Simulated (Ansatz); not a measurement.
**How much do the gradients of Si3N4 depend on the method?**

Cell: a structure deposited in the COD, whose atoms a relaxation with PBE at fixed cell left in place.

```
CELL_PARAMETERS angstrom
-3.23735 3.23735 3.23735
3.23735 -3.23735 3.23735
3.23735 3.23735 -3.23735
ATOMIC_POSITIONS crystal
Si 0.25000 0.12500 0.87500
Si 0.87500 0.25000 0.12500
Si 0.75000 0.37500 0.62500
Si 0.62500 0.75000 0.37500
Si 0.12500 0.87500 0.25000
Si 0.37500 0.62500 0.75000
N 0.56280 0.56280 0.56280
N 0.43720 0.50000 0.00000
N 0.50000 0.00000 0.93720
N 0.00000 0.43720 0.50000
N 0.93720 0.50000 0.00000
N 0.06280 0.06280 0.06280
N 0.00000 0.93720 0.50000
N 0.50000 0.00000 0.43720
```

Atoms are numbered from 1 in the order listed; like atoms form one site, named after its first atom.

First run. Level of theory: DFT, PBE, plane waves and PAW, scalar-relativistic, 420 eV cutoff, Γ-centred 6×6×6 k-points, Fermi–Dirac smearing 0.02 eV (Ansatz 0.2.0).

```tsv
site	atom	V_zz (10²¹ V/m²)	η
Si	1	-0.10	0.00
N	7	-5.77	0.00
```

Second run. The same atoms and settings, except that the functional is LDA.

(1) Given the first result, estimate the second.

Results:

(1) 

| site | atom | V_zz | η | change of V_zz |
| --- | --- | --- | --- | --- |
| Si | 1 | -0.11 | 0.00 | -0.01 |
| N | 7 | -5.59 | 0.00 | +0.18 |

The largest change of V_zz is on N, from -5.77 to -5.59. In per cent, |V_zz| changes by -3 on N (all sites that start above 0.5).

For the second run: At this cell the LDA pressure is -8 GPa, so with LDA the cell would shrink if it were relaxed.
